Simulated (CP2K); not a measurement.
# Hf: relaxation of the atoms with TPSS+D3

Crystal: Hf.

```
Hf
1.0
     3.13707    0.00000    0.00000
     1.52744    2.76321    0.00000
     1.56201    0.78258    2.52435
Hf
1
Cartesian
  0.0000 0.0000 0.0000
```

The cell isn't the ideal one: cell strained at random at fixed volume.

```json
{
  "Program": "CP2K 2026.2",
  "Task": "relaxation of the atoms",
  "Functional": "TPSS",
  "Dispersion": "D3",
  "Potentials or basis": "GTH_POTENTIALS Hf GTH-PBE-q12; DZVP-MOLOPT-PBE-GTH basis",
  "Density cutoff": "9184 eV",
  "k mesh": "8 × 8 × 8",
  "Occupations": "fermi-dirac, width 0.0259 eV",
  "Spin": "no spin polarisation",
  "SCF solver": "diagonalisation with k points",
  "Quickstep method": "GPW",
  "EPS_DEFAULT": "1.0E-9",
  "EPS_SCF": "1.0E-6",
  "MAX_SCF": "100",
  "SCF_GUESS": "ATOMIC",
  "Mesh centred on Gamma": "yes",
  "CHOLESKY": "OFF",
  "EPS_EIGVAL": "1.0E-7",
  "MIXING METHOD": "BROYDEN_MIXING",
  "MIXING ALPHA": "0.4",
  "MIXING BETA (1/bohr)": "1.5",
  "NBUFFER": "8",
  "NGRIDS": "5",
  "REL_CUTOFF (Ry)": "60",
  "EXTRAPOLATION": "USE_PREV_P",
  "Basis sets": "Hf DZVP-MOLOPT-PBE-GTH-q12",
  "Potentials": "Hf GTH-PBE-q12 of GTH_POTENTIALS",
  "ADDED_MOS": "[11]",
  "Optimiser": "CG",
  "Most steps": "40",
  "Force threshold (eV/A)": "0.02",
  "CUTOFF of the grids": "675 Ry",
  "Cutoff radius of the dispersion sum (A)": "20"
}
```

```json
{
 "Pressure after relaxing": "-3.0 GPa",
 "Band gap on the k mesh": "none (metal or under the smearing width)"
}
```

Stress tensor (GPa, compression positive):
```
-2.68  0.83  0.23
 0.83 -5.97  3.00
 0.23  3.00 -0.41
```

Final structure:
```
Hf
1.0
     3.13707    0.00000    0.00000
     1.52744    2.76321    0.00000
     1.56201    0.78258    2.52435
Hf
1
Direct
  0.99355 0.01999 0.99545
```

Levels at points of the mesh, in eV from the Fermi level:
```csv
k point,band 4,band 5,band 6,band 7,band 8,band 9
"(0.00, 0.00, 0.00)",-30.24,-7.24,1.00,1.53,1.93,4.22
"(0.00, 0.00, 0.50)",-30.40,-3.62,0.67,1.00,1.38,6.26
"(0.00, 0.50, 0.00)",-30.32,-3.80,0.11,1.13,1.71,6.47
"(0.00, 0.50, 0.50)",-30.59,-3.34,-2.27,2.84,6.56,7.30
"(0.50, 0.00, 0.00)",-30.37,-3.67,0.51,0.78,1.76,6.35
"(0.50, 0.00, 0.50)",-30.52,-3.41,-2.16,2.24,6.65,7.17
"(0.50, 0.50, 0.00)",-30.52,-3.39,-2.19,2.41,6.64,7.14
"(0.50, 0.50, 0.50)",-30.38,-3.63,0.63,0.71,1.71,6.50
```

Run time: 21 min on 1 thread of Arm Neoverse V1 (shared host), peak memory 0.3 GiB.

Caveat: the printed path begins after the first move; the potentials were made for another functional, which shifts forces and pressure; the basis of atomic orbitals isn't converged, which shifts pressures, moduli and gaps; pairwise dispersion overbinds metals, which lowers pressure and volume. Spin-orbit coupling is left out, which matters for the levels of Hf.
